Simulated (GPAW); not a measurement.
Wanted: an ASE script for a GPAW 26.7.0 run.

```
Task                : relaxation of cell and atoms
Functional          : PBEsol
Dispersion          : D3(BJ)
Potentials or basis : PAW data sets generated in the run's folder for this functional
Cutoff              : 600 eV
Basis               : pw
k mesh              : 9 × 9 × 5
Occupations         : fermi-dirac, width 0.05 eV
Spin                : collinear spin, ferromagnetic start
Starting moments    : [2.0, 2.0] μB
Maxiter             : 150
Optimizer           : BFGS
Fmax                : 0.02 eV/Å
Max steps           : 60
Convergence         : density=1e-05 forces=0.0001
```

The system is Co.

```
Co
1.0
     2.47200    0.00000    0.00000
    -1.23600    2.14081    0.00000
     0.00000    0.00000    4.02114
Co
2
Direct
  0.66667 0.33333 0.75000
  0.33333 0.66667 0.25000
```

These files were run (other wordings do the same):

run.py

```python
from ase import Atoms
from ase.calculators.mixing import SumCalculator
from ase.filters import FrechetCellFilter
from ase.io import write
from ase.optimize import BFGS
from dftd3.ase import DFTD3
from gpaw import GPAW, PW, setup_paths

setup_paths.insert(0, '.')

atoms = Atoms(['Co', 'Co'],
              cell=[[2.4719999032, 0.0, 0.0],
                    [-1.2359999516, 2.1408147143, 0.0],
                    [0.0, 0.0, 4.02114408]],
              scaled_positions=[[0.6666666667, 0.3333333333, 0.75],
                                [0.3333333333, 0.6666666667, 0.25]],
              pbc=True)
atoms.set_initial_magnetic_moments([2.0, 2.0])

calc = GPAW(mode=PW(600),
            xc='PBEsol',
            kpts={'size': (9, 9, 5), 'gamma': True},
            occupations={'name': 'fermi-dirac', 'width': 0.05},
            nbands=21,
            convergence={'density': 1e-05, 'forces': 0.0001},
            maxiter=150,
            txt='gpaw.txt')
atoms.calc = SumCalculator([calc, DFTD3(method='pbesol', damping='d3bj')])
opt = BFGS(FrechetCellFilter(atoms), trajectory='relax.traj', logfile='-')
done = opt.run(fmax=0.02, steps=60)
calc.write('gs.gpw')
write('result.traj', atoms)
print('Converged:', done)
print('Cell:', atoms.cell.cellpar().round(4))
print('Volume:', round(atoms.get_volume(), 4))
print(atoms.get_scaled_positions().round(5))
```

Potentials or basis: PAW data sets generated in the run's folder for this functional, pw.

Run with:

```console
$ gpaw-setup -f PBEsol Co
$ OMP_NUM_THREADS=1 python run.py
```

It gave:

| Item | Value |
| --- | --- |
| Relaxed volume | 10.12 Å³/atom |
| Relaxed cell | a = 2.435 Å, b = 2.435 Å, c = 3.944 Å, α = 90.00°, β = 90.00°, γ = 120.00° |
| Space group after relaxing (to 0.05 Å) | P6_3/mmc (No. 194) |
| Energy gained by relaxing | 15.8 meV/atom |
| Ionic steps | 6 |
| Pressure after relaxing | -0.1 GPa |
| Band gap on the k mesh | none (metal or under the smearing width) |
| Net moment | 3.03 μB per cell |
| Site moments | Co +1.58 μB |
| Dispersion energy per atom | -0.408 eV |

Caveat: each step starts from the last one's moments, so a moment once lost doesn't come back; later steps reuse the first step's grids; pairwise dispersion overbinds metals, which lowers pressure and volume.

Run time: 110 s on 1 thread of Arm Neoverse V2, with other jobs on the host, peak memory 0.25 GiB.
